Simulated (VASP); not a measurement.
Input of a VASP 6.6.1 run:

File INCAR:

```
SYSTEM = Al
PREC = Accurate
ENCUT = 520
EDIFF = 1E-6
ISMEAR = 0
SIGMA = 0.15
LREAL = .False.
LASPH = .True.
NELM = 100
ALGO = Normal
ISIF = 2
LWAVE = .False.
LCHARG = .False.
GGA = PS
NBANDS = 10
```

KPOINTS

```
Automatic mesh
0
Gamma
  21 21 10
  0 0 0
```

POSCAR

```
Al
1.0
    2.8124553515      0.0000000000      0.0000000000
   -1.4062276757      2.4356577814      0.0000000000
    0.0000000000      0.0000000000      4.6235075000
Al
2
Direct
    0.6666666667      0.3333333333      0.7500000000
    0.3333333333      0.6666666667      0.2500000000
```

Potentials or basis: VASP PAW PBE potentials, release 64 (Al).

The run is started by

```sh
$ cat potpaw_PBE.64/Al/POTCAR > POTCAR
$ mpirun -np 1 vasp_std > vasp.out
```

Problem. What does it give for the pressure?

Solution. 2.6 GPa.

Problem. Estimate the band gap on the k mesh.

Solution. None (metal or under the smearing width).

Stress tensor (GPa, compression positive):
```
2.60 0.00 0.00
0.00 2.60 0.00
0.00 0.00 2.47
```

Caveat: the PAW data sets were made with another functional, which shifts forces and pressure a little.
